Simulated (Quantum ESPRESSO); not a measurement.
# Sn (Fd-3m) in Quantum ESPRESSO: a series of runs

One crystal, Sn, is run at these levels: PBE; tasks: band structure.

All numbers are computed with Quantum ESPRESSO 7.5; they aren't measurements. Logs are shortened: lines on timing, memory, paths and dates and some standing lists are left out, and cuts for length are marked.

## 1. The structure

It takes space group Fd-3m (No. 227, cubic). Conventional cell: a = 6.467 Å, b = 6.467 Å, c = 6.467 Å, α = 90.00°, β = 90.00°, γ = 90.00°. Sn (site symmetry -43m) is surrounded by 4 Sn at 2.80 Å.

This isn't the form of Sn at room conditions, which is tetragonal (white tin).

## 2. Band structure, PBE

Input file pw.in:

```
&CONTROL
  calculation = 'scf'
  prefix = 'pwscf'
  outdir = './tmp'
  pseudo_dir = './pseudo'
  tprnfor = .true.
  tstress = .true.
  disk_io = 'low'
/
&SYSTEM
  ibrav = 0
  A = 4.57263724
  nat = 2
  ntyp = 1
  ecutwfc = 72
  nbnd = 21
  occupations = 'smearing'
  smearing = 'fd'
  degauss = 0.00367493
/
&ELECTRONS
  conv_thr = 4d-10
  electron_maxstep = 120
  mixing_beta = 0.5
/
ATOMIC_SPECIES
Sn   118.7100 Sn.upf
CELL_PARAMETERS alat
   0.0000000000    0.7071067811    0.7071067811
   0.7071067811    0.0000000000    0.7071067811
   0.7071067811    0.7071067811    0.0000000000
ATOMIC_POSITIONS alat
Sn     1.0606601717    1.0606601717    1.0606601717
Sn     0.7071067811    0.7071067811    0.7071067811
K_POINTS automatic
7 7 7 0 0 0
```

Input file bands.in:

```
&CONTROL
  calculation = 'bands'
  prefix = 'pwscf'
  outdir = './tmp'
  pseudo_dir = './pseudo'
  disk_io = 'low'
  verbosity = 'high'
/
&SYSTEM
  ibrav = 0
  A = 4.57263724
  nat = 2
  ntyp = 1
  ecutwfc = 72
  nbnd = 21
  occupations = 'smearing'
  smearing = 'fd'
  degauss = 0.00367493
/
&ELECTRONS
  conv_thr = 1d-08
  electron_maxstep = 120
  mixing_beta = 0.5
  diago_full_acc = .true.
  startingwfc = 'random'
/
ATOMIC_SPECIES
Sn   118.7100 Sn.upf
CELL_PARAMETERS alat
   0.0000000000    0.7071067811    0.7071067811
   0.7071067811    0.0000000000    0.7071067811
   0.7071067811    0.7071067811    0.0000000000
ATOMIC_POSITIONS alat
Sn     1.0606601717    1.0606601717    1.0606601717
Sn     0.7071067811    0.7071067811    0.7071067811
K_POINTS crystal
60
 0.0000000000  0.0000000000  0.0000000000 1
 0.0625000000  0.0000000000  0.0625000000 1
 0.1250000000  0.0000000000  0.1250000000 1
 0.1875000000  0.0000000000  0.1875000000 1
 0.2500000000  0.0000000000  0.2500000000 1
 0.3125000000  0.0000000000  0.3125000000 1
 0.3750000000  0.0000000000  0.3750000000 1
 0.4375000000  0.0000000000  0.4375000000 1
 0.5000000000  0.0000000000  0.5000000000 1
 0.5000000000  0.0625000000  0.5625000000 1
 0.5000000000  0.1250000000  0.6250000000 1
 0.5000000000  0.1875000000  0.6875000000 1
 0.5000000000  0.2500000000  0.7500000000 1
 0.4375000000  0.3125000000  0.7500000000 1
 0.3750000000  0.3750000000  0.7500000000 1
 0.3375000000  0.3375000000  0.6750000000 1
 0.3000000000  0.3000000000  0.6000000000 1
 0.2625000000  0.2625000000  0.5250000000 1
 0.2250000000  0.2250000000  0.4500000000 1
 0.1875000000  0.1875000000  0.3750000000 1
 0.1500000000  0.1500000000  0.3000000000 1
 0.1125000000  0.1125000000  0.2250000000 1
 0.0750000000  0.0750000000  0.1500000000 1
 0.0375000000  0.0375000000  0.0750000000 1
 0.0000000000  0.0000000000  0.0000000000 1
 0.0625000000  0.0625000000  0.0625000000 1
 0.1250000000  0.1250000000  0.1250000000 1
 0.1875000000  0.1875000000  0.1875000000 1
 0.2500000000  0.2500000000  0.2500000000 1
 0.3125000000  0.3125000000  0.3125000000 1
 0.3750000000  0.3750000000  0.3750000000 1
 0.4375000000  0.4375000000  0.4375000000 1
 0.5000000000  0.5000000000  0.5000000000 1
 0.5250000000  0.4500000000  0.5250000000 1
 0.5500000000  0.4000000000  0.5500000000 1
 0.5750000000  0.3500000000  0.5750000000 1
 0.6000000000  0.3000000000  0.6000000000 1
 0.6250000000  0.2500000000  0.6250000000 1
 0.5833333333  0.2500000000  0.6666666667 1
 0.5416666667  0.2500000000  0.7083333333 1
 0.5000000000  0.2500000000  0.7500000000 1
 0.5000000000  0.2857142857  0.7142857143 1
 0.5000000000  0.3214285714  0.6785714286 1
 0.5000000000  0.3571428571  0.6428571429 1
 0.5000000000  0.3928571429  0.6071428571 1
 0.5000000000  0.4285714286  0.5714285714 1
 0.5000000000  0.4642857143  0.5357142857 1
 0.5000000000  0.5000000000  0.5000000000 1
 0.4821428571  0.4821428571  0.5357142857 1
 0.4642857143  0.4642857143  0.5714285714 1
 0.4464285714  0.4464285714  0.6071428571 1
 0.4285714286  0.4285714286  0.6428571429 1
 0.4107142857  0.4107142857  0.6785714286 1
 0.3928571429  0.3928571429  0.7142857143 1
 0.3750000000  0.3750000000  0.7500000000 1
 0.6250000000  0.2500000000  0.6250000000 1
 0.5937500000  0.1875000000  0.5937500000 1
 0.5625000000  0.1250000000  0.5625000000 1
 0.5312500000  0.0625000000  0.5312500000 1
 0.5000000000  0.0000000000  0.5000000000 1
```

Potentials or basis: PseudoDojo 0.4.1 SR PBE standard.

Started as:

```console
$ OMP_NUM_THREADS=1 pw.x -in pw.in > pw.out
$ OMP_NUM_THREADS=1 pw.x -in bands.in > bands.out
```

pw.out:

```text
This program is part of the open-source Quantum ESPRESSO suite
     for quantum simulation of materials; please cite
[... 9 lines left out ...]
     --------------------
     sticks:   dense  smooth     PW     G-vecs:    dense   smooth      PW
     Sum        1483    1483    433                37509    37509    5817

     Using Slab Decomposition

     bravais-lattice index     =            0
     lattice parameter (alat)  =       8.6410  a.u.
     unit-cell volume          =     456.2279 (a.u.)^3
     number of atoms/cell      =            2
     number of atomic types    =            1
     number of electrons       =        28.00
     number of Kohn-Sham states=           21
     kinetic-energy cutoff     =      72.0000  Ry
     charge density cutoff     =     288.0000  Ry
     scf convergence threshold =      4.0E-10
     mixing beta               =       0.5000
     number of iterations used =            8  plain     mixing
     Exchange-correlation= PBE
                           (   1   4   3   4   0   0   0)

     celldm(1)=   8.641032  celldm(2)=   0.000000  celldm(3)=   0.000000
     celldm(4)=   0.000000  celldm(5)=   0.000000  celldm(6)=   0.000000

     crystal axes: (cart. coord. in units of alat)
               a(1) = (   0.000000   0.707107   0.707107 )
               a(2) = (   0.707107   0.000000   0.707107 )
               a(3) = (   0.707107   0.707107   0.000000 )

     reciprocal axes: (cart. coord. in units 2 pi/alat)
               b(1) = ( -0.707107  0.707107  0.707107 )
               b(2) = (  0.707107 -0.707107  0.707107 )
               b(3) = (  0.707107  0.707107 -0.707107 )

     PseudoPot. # 1 for Sn read from file:
     Sn.upf
     Pseudo is Norm-conserving + core correction, Zval = 14.0
     Generated using ONCVPSP code by D. R. Hamann
     Using radial grid of 1628 points,  6 beta functions with:
                l(1) =   0
                l(2) =   0
                l(3) =   1
                l(4) =   1
                l(5) =   2
                l(6) =   2

     atomic species   valence    mass     pseudopotential
     Sn               14.00   118.71000     Sn( 1.00)

     48 Sym. Ops., with inversion, found (24 have fractional translation)

   Cartesian axes

     site n.     atom                  positions (alat units)
         1        Sn     tau(   1) = (   1.0606602   1.0606602   1.0606602  )
         2        Sn     tau(   2) = (   0.7071068   0.7071068   0.7071068  )

     number of k points=    20  Fermi-Dirac smearing, width (Ry)=  0.0037
                       cart. coord. in units 2pi/alat
        k(    1) = (   0.0000000   0.0000000   0.0000000), wk =   0.0058309
        k(    2) = (   0.1010153   0.1010153  -0.1010153), wk =   0.0466472
        k(    3) = (   0.2020305   0.2020305  -0.2020305), wk =   0.0466472
        k(    4) = (   0.3030458   0.3030458  -0.3030458), wk =   0.0466472
        k(    5) = (   0.2020305  -0.0000000   0.0000000), wk =   0.0349854
        k(    6) = (   0.3030458   0.1010153  -0.1010153), wk =   0.1399417
[... 12 lines left out ...]
        k(   19) = (  -0.1010153  -0.5050763   0.7071068), wk =   0.1399417
        k(   20) = (  -0.0000000  -0.4040610   0.6060915), wk =   0.1399417

     Dense  grid:    37509 G-vectors     FFT dimensions: (  48,  48,  48)

     Initial potential from superposition of free atoms

     starting charge      27.9969, renormalised to      28.0000
     Starting wfcs are   18 randomized atomic wfcs +    3 random wfcs

     Self-consistent Calculation

     iteration #  1     ecut=    72.00 Ry     beta= 0.50
     Davidson diagonalization with overlap
     ethr =  1.00E-02,  avg # of iterations =  5.7

     Threshold (ethr) on eigenvalues was too large:
     Diagonalizing with lowered threshold

     Davidson diagonalization with overlap
     ethr =  9.16E-05,  avg # of iterations =  3.5

     total energy              =    -315.22462912 Ry
     estimated scf accuracy    <       0.02625075 Ry

     iteration #  2     ecut=    72.00 Ry     beta= 0.50
     Davidson diagonalization with overlap
     ethr =  9.38E-05,  avg # of iterations =  1.0

     total energy              =    -315.22478604 Ry
     estimated scf accuracy    <       0.00500115 Ry

     iteration #  3     ecut=    72.00 Ry     beta= 0.50
     Davidson diagonalization with overlap
     ethr =  1.79E-05,  avg # of iterations =  2.1

     total energy              =    -315.22507525 Ry
     estimated scf accuracy    <       0.00008493 Ry

     iteration #  4     ecut=    72.00 Ry     beta= 0.50
     Davidson diagonalization with overlap
     ethr =  3.03E-07,  avg # of iterations =  4.5

     total energy              =    -315.22508698 Ry
     estimated scf accuracy    <       0.00000547 Ry

     iteration #  5     ecut=    72.00 Ry     beta= 0.50
     Davidson diagonalization with overlap
     ethr =  1.96E-08,  avg # of iterations =  2.0
[... 22 lines left out ...]
     total energy              =    -315.22508818 Ry
     estimated scf accuracy    <       0.00000018 Ry

     iteration #  9     ecut=    72.00 Ry     beta= 0.50
     Davidson diagonalization with overlap
     ethr =  5.35E-10,  avg # of iterations =  1.0

     total energy              =    -315.22508816 Ry
     estimated scf accuracy    <       0.00000010 Ry

     iteration # 10     ecut=    72.00 Ry     beta= 0.50
     Davidson diagonalization with overlap
     ethr =  3.61E-10,  avg # of iterations =  1.0

     total energy              =    -315.22508812 Ry
     estimated scf accuracy    <       0.00000006 Ry

     iteration # 11     ecut=    72.00 Ry     beta= 0.50
     Davidson diagonalization with overlap
     ethr =  2.10E-10,  avg # of iterations =  2.0

     End of self-consistent calculation

          k = 0.0000 0.0000 0.0000 (  4693 PWs)   bands (ev):

   -13.5383 -13.5383 -13.5383 -13.4784 -13.4784 -13.1608 -13.1608 -13.1608
   -13.1520 -13.1520  -2.4591   7.6575   8.3044   8.3044   8.3044  10.3854
    10.3854  10.3854  13.2855  16.1909  16.1909

          k = 0.1010 0.1010-0.1010 (  4729 PWs)   bands (ev):

   -13.5519 -13.5519 -13.5334 -13.4590 -13.4590 -13.1873 -13.1873 -13.1670
   -13.1290 -13.1290  -2.2604   5.7895   7.9477   7.9477   8.8420  10.8429
    10.8429  11.3120  14.2134  15.2402  15.2402

          k = 0.2020 0.2020-0.2020 (  4711 PWs)   bands (ev):

   -13.5677 -13.5677 -13.5219 -13.4317 -13.4317 -13.2111 -13.2111 -13.1814
   -13.1115 -13.1115  -1.6954   3.6816   7.4261   7.4261   8.5136  11.3810
    11.3810  13.3152  14.4702  15.2652  15.2652

          k = 0.3030 0.3030-0.3030 (  4699 PWs)   bands (ev):

   -13.5746 -13.5746 -13.5122 -13.4178 -13.4178 -13.2215 -13.2215 -13.1934
   -13.1039 -13.1039  -0.9735   2.1426   7.1244   7.1244   8.2665  11.4612
    11.4612  13.9564  15.7772  16.5687  16.5687

          k = 0.2020-0.0000 0.0000 (  4729 PWs)   bands (ev):

   -13.5495 -13.5495 -13.5473 -13.4618 -13.4377 -13.2257 -13.1678 -13.1447
   -13.1447 -13.1249  -2.1925   5.7009   7.4209   7.4209   9.7617  10.0436
    11.6001  11.6001  14.1574  14.5254  16.4269

          k = 0.3030 0.1010-0.1010 (  4715 PWs)   bands (ev):

   -13.5739 -13.5636 -13.5276 -13.4375 -13.4046 -13.2604 -13.1947 -13.1584
   -13.1221 -13.1047  -1.7409   4.1119   6.7452   6.9135   9.7786  10.4484
    12.3311  12.3911  14.5461  15.6496  16.2547

          k = 0.4041 0.2020-0.2020 (  4711 PWs)   bands (ev):

   -13.5915 -13.5755 -13.4992 -13.4123 -13.3904 -13.2687 -13.2221 -13.1916
   -13.1042 -13.0856  -1.0166   2.4849   6.1114   6.7047   9.5115  11.1470
    12.3359  13.1147  15.4584  16.6886  17.1819

          k =-0.2020-0.4041 0.4041 (  4696 PWs)   bands (ev):

   -13.5953 -13.5819 -13.4830 -13.4036 -13.3953 -13.2443 -13.2436 -13.2154
   -13.0942 -13.0824  -0.6530   1.8832   5.7904   6.8485   9.3958  11.3870
    12.0252  14.3973  15.6742  16.2072  16.2923

          k =-0.1010-0.3030 0.3030 (  4705 PWs)   bands (ev):

   -13.5841 -13.5810 -13.4950 -13.4257 -13.3984 -13.2466 -13.2188 -13.2014
   -13.0978 -13.0942  -1.2779   2.9857   5.8866   7.2987   9.5017  11.6269
    11.6387  13.2035  14.7561  15.4942  17.4470

          k =-0.0000-0.2020 0.2020 (  4727 PWs)   bands (ev):

   -13.5695 -13.5623 -13.5224 -13.4466 -13.4272 -13.2227 -13.2042 -13.1614
   -13.1277 -13.1061  -1.9356   4.6172   6.5847   7.8547   9.5236  10.9887
    11.1687  12.3554  14.4485  15.2793  15.4096

          k = 0.4041-0.0000 0.0000 (  4700 PWs)   bands (ev):

   -13.5722 -13.5722 -13.5358 -13.4157 -13.3586 -13.3172 -13.2122 -13.1378
   -13.1109 -13.1109  -1.4036   3.5415   6.3709   6.3709   9.0562  10.2479
    13.5990  13.5990  14.4387  16.9325  17.1394

          k = 0.5051 0.1010-0.1010 (  4707 PWs)   bands (ev):

   -13.5945 -13.5824 -13.4990 -13.3847 -13.3505 -13.3257 -13.2443 -13.1805
   -13.0949 -13.0818  -0.7354   2.3689   5.6131   6.1240   9.3232  10.4160
    13.4069  14.0325  16.7158  17.3758  17.8702

          k =-0.1010-0.5051 0.5051 (  4706 PWs)   bands (ev):

   -13.6119 -13.5890 -13.4609 -13.3569 -13.3458 -13.3261 -13.2767 -13.2212
   -13.0849 -13.0626  -0.1122   1.5311   4.9066   6.2525   9.4495  12.1394
    13.1342  13.6023  15.4555  16.4538  18.0588

          k = 0.0000-0.4041 0.4041 (  4710 PWs)   bands (ev):

   -13.6081 -13.5893 -13.4594 -13.3918 -13.3604 -13.2797 -13.2696 -13.2270
   -13.0843 -13.0684  -0.5737   2.1047   4.8775   6.7165   9.7076  12.7325
    12.8006  13.0165  14.9652  14.9981  18.2958

          k = 0.6061 0.0000-0.0000 (  4712 PWs)   bands (ev):

   -13.5885 -13.5885 -13.4889 -13.4114 -13.3496 -13.2769 -13.2699 -13.1905
   -13.0856 -13.0856  -0.1295   1.5564   5.7969   5.7969   8.8824   9.3314
    15.5603  15.5603  16.5864  18.3369  18.3395

          k =-0.0000-0.6061 0.6061 (  4712 PWs)   bands (ev):

   -13.6033 -13.5910 -13.4524 -13.4188 -13.3188 -13.3095 -13.2604 -13.2284
   -13.0817 -13.0699   0.5475   0.8279   5.2172   5.8447   9.1277  10.0730
    15.0441  15.2639  16.2566  17.3343  18.5963

          k = 0.4041 0.2020-0.0000 (  4708 PWs)   bands (ev):

   -13.5865 -13.5849 -13.4981 -13.4139 -13.3692 -13.2967 -13.2188 -13.1882
   -13.0944 -13.0912  -1.1841   3.0418   5.6395   6.6525  10.3804  10.5263
    12.0742  13.3648  15.2695  16.6135  17.2841

          k =-0.2020-0.4041 0.6061 (  4694 PWs)   bands (ev):

   -13.6060 -13.5913 -13.4614 -13.3868 -13.3542 -13.3059 -13.2536 -13.2248
   -13.0837 -13.0697  -0.4471   1.9031   5.1271   6.2501  10.3684  11.2171
    12.5953  13.7587  15.2657  16.6995  17.4330

          k =-0.1010-0.5051 0.7071 (  4697 PWs)   bands (ev):

   -13.6016 -13.5992 -13.4537 -13.3820 -13.3520 -13.2936 -13.2800 -13.2259
   -13.0746 -13.0725  -0.0049   1.4647   5.2611   5.5950  10.1104  10.3619
    13.1748  14.8641  16.5157  17.2882  18.6061

          k =-0.0000-0.4041 0.6061 (  4707 PWs)   bands (ev):

   -13.6131 -13.6002 -13.4291 -13.3596 -13.3412 -13.3079 -13.3022 -13.2477
   -13.0732 -13.0605   0.2753   1.1776   4.8436   5.6646  10.4466  12.1861
    12.7982  12.7986  16.0134  17.0135  18.8309

     the Fermi energy is     8.2027 ev

!    total energy              =    -315.22508813 Ry
     estimated scf accuracy    <          3.5E-10 Ry
     smearing contrib. (-TS)   =      -0.00013005 Ry
     internal energy E=F+TS    =    -315.22495808 Ry

     The total energy is F=E-TS. E is the sum of the following terms:
     one-electron contribution =    -141.25288058 Ry
     hartree contribution      =      87.02803746 Ry
     xc contribution           =     -88.20313535 Ry
     ewald contribution        =    -172.79697961 Ry

     convergence has been achieved in  11 iterations

     Forces acting on atoms (cartesian axes, Ry/au):

     atom    1 type  1   force =     0.00000000    0.00000000    0.00000000
     atom    2 type  1   force =     0.00000000    0.00000000    0.00000000

     Total force =     0.000000     Total SCF correction =     0.000000

     Computing stress (Cartesian axis) and pressure

          total   stress  (Ry/bohr**3)                   (kbar)     P=       38.80
   0.00026373   0.00000000   0.00000000           38.80        0.00        0.00
   0.00000000   0.00026373   0.00000000            0.00       38.80        0.00
   0.00000000   0.00000000   0.00026373            0.00        0.00       38.80

=------------------------------------------------------------------------------=
   JOB DONE.
=------------------------------------------------------------------------------=
```

It took 2.3 min on 1 thread of Arm Neoverse V1, shared host; peak memory 0.12 GiB.

What came out:

```
Free energy            : -4288.8558 eV
Pressure               : 3.9 GPa
Band gap on the k mesh : none (metal or under the smearing width)
```

Levels at the corners of the path, in eV from the Fermi level:
| point | band 11 | band 12 | band 13 | band 14 | band 15 | band 16 | band 17 | band 18 |
| --- | --- | --- | --- | --- | --- | --- | --- | --- |
| Γ | -10.66 | -0.55 | 0.10 | 0.10 | 0.10 | 2.18 | 2.18 | 2.18 |
| X | -7.53 | -7.53 | -2.48 | -2.48 | 0.83 | 0.83 | 7.83 | 7.83 |
| W | -7.47 | -7.47 | -3.07 | -3.07 | 3.48 | 3.48 | 4.07 | 4.07 |
| K | -7.94 | -7.05 | -3.40 | -2.12 | 1.11 | 3.41 | 5.85 | 6.08 |
| Γ | -10.66 | -0.55 | 0.10 | 0.10 | 0.10 | 2.18 | 2.18 | 2.18 |
| L | -9.02 | -6.32 | -1.12 | -1.12 | 0.03 | 3.25 | 3.25 | 5.71 |
| U | -7.94 | -7.05 | -3.40 | -2.12 | 1.11 | 3.41 | 5.85 | 6.08 |
| W | -7.47 | -7.47 | -3.07 | -3.07 | 3.48 | 3.48 | 4.07 | 4.07 |
| L | -9.02 | -6.32 | -1.12 | -1.12 | 0.03 | 3.25 | 3.25 | 5.71 |
| K | -7.94 | -7.05 | -3.40 | -2.12 | 1.11 | 3.41 | 5.85 | 6.08 |
| U | -7.94 | -7.05 | -3.40 | -2.12 | 1.11 | 3.41 | 5.85 | 6.08 |
| X | -7.53 | -7.53 | -2.48 | -2.48 | 0.83 | 0.83 | 7.83 | 7.83 |

Caveat: spin-orbit coupling is left out, which moves the levels of the heavy elements.

## 3. Band structure, PBE, spin-orbit coupling, no magnetisation

Changes to pw.in since step 2:

```diff
@@ -15,3 +15,3 @@
   ecutwfc = 72
-  nbnd = 21
+  nbnd = 42
   occupations = 'smearing'
@@ -19,2 +19,4 @@
   degauss = 0.00367493
+  noncolin = .true.
+  lspinorb = .true.
 /
```

Changes to bands.in since step 2:

```diff
@@ -14,3 +14,3 @@
   ecutwfc = 72
-  nbnd = 21
+  nbnd = 42
   occupations = 'smearing'
@@ -18,2 +18,4 @@
   degauss = 0.00367493
+  noncolin = .true.
+  lspinorb = .true.
 /
```

Potentials or basis: PseudoDojo 0.4 FR PBE standard.

Started as:

```console
$ OMP_NUM_THREADS=1 pw.x -in pw.in > pw.out
$ OMP_NUM_THREADS=1 pw.x -in bands.in > bands.out
```

Run time: 11 min. Hardware: 1 thread of Arm Neoverse V1, shared host; peak memory 0.42 GiB.

Results (log left out):

```yaml
Free_energy: -4286.8075 eV
Pressure: 3.9 GPa
Band_gap_on_the_k_mesh: none (metal or under the smearing width)
```

Levels at the corners of the path, in eV from the Fermi level:
```csv
point,band 26,band 27,band 28,band 29,band 30,band 31
Γ,-0.39,0.30,0.30,0.30,0.30,1.83
X,-2.52,-2.52,-2.52,0.80,0.80,0.80
W,-3.20,-3.02,-3.02,3.28,3.28,3.60
K,-3.45,-2.15,-2.15,1.08,1.08,3.37
Γ,-0.39,0.30,0.30,0.30,0.30,1.83
L,-1.37,-0.94,-0.94,0.01,0.01,3.12
U,-3.45,-2.15,-2.15,1.08,1.08,3.37
W,-3.20,-3.02,-3.02,3.28,3.28,3.60
L,-1.37,-0.94,-0.94,0.01,0.01,3.12
K,-3.45,-2.15,-2.15,1.08,1.08,3.37
U,-3.45,-2.15,-2.15,1.08,1.08,3.37
X,-2.52,-2.52,-2.52,0.80,0.80,0.80
```
